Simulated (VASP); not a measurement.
The system is CsSnI3.

```xyz
5
Lattice="6.2057 0.0000 0.0000 0.0000 6.2057 0.0000 0.0000 0.0000 6.2057" Properties=species:S:1:pos:R:3 pbc="T T T"
Cs    0.0000    0.0000    0.0000
I     3.1029    3.1029    0.0000
I     3.1029    0.0000    3.1029
I     0.0000    3.1029    3.1029
Sn    3.1029    3.1029    3.1029
```

| Item | Value |
| --- | --- |
| Program | VASP 6.6.1 |
| Task | single point |
| Functional | PBEsol |
| Potentials or basis | VASP PAW PBE potentials, release 64 (Cs_sv, I, Sn_d) |
| Cutoff | 520 eV |
| k mesh | 5 × 5 × 5 |
| Occupations | fermi-dirac, width 0.05 eV |
| Spin | no spin polarisation |

On this cell: pressure -0.7 GPa; largest force zero by symmetry; band gap on the k mesh 1.72 eV, direct.

The same run follows on a disturbed copy (atoms moved at random, drawn with an rms of 0.05 Å):

```
Cs I Sn
1.0
     6.20570    0.00000    0.00000
     0.00000    6.20570    0.00000
     0.00000    0.00000    6.20570
Cs I Sn
1 3 1
Direct
  0.99540 0.99366 0.99756
  0.50557 0.49643 0.00787
  0.49834 0.99677 0.49596
  0.01305 0.50280 0.49803
  0.49958 0.50147 0.49721
```

What changes?

The energy moves by +1.6 meV/atom; pressure -0.6 GPa; largest force 0.115 eV/Å; band gap on the k mesh 1.69 eV, direct.

Forces on the atoms (eV/Å):
```
Cs   0.002 -0.002  0.004
I    0.021  0.002 -0.095
I    0.034  0.029  0.027
I   -0.113 -0.010  0.024
Sn   0.056 -0.020  0.040
```

Caveats: the PAW data sets were made with another functional, which shifts forces and pressure a little; spin-orbit coupling is left out, which moves the levels of the heavy elements; an odd mesh through Γ misses points on the zone boundary, where band edges often lie.
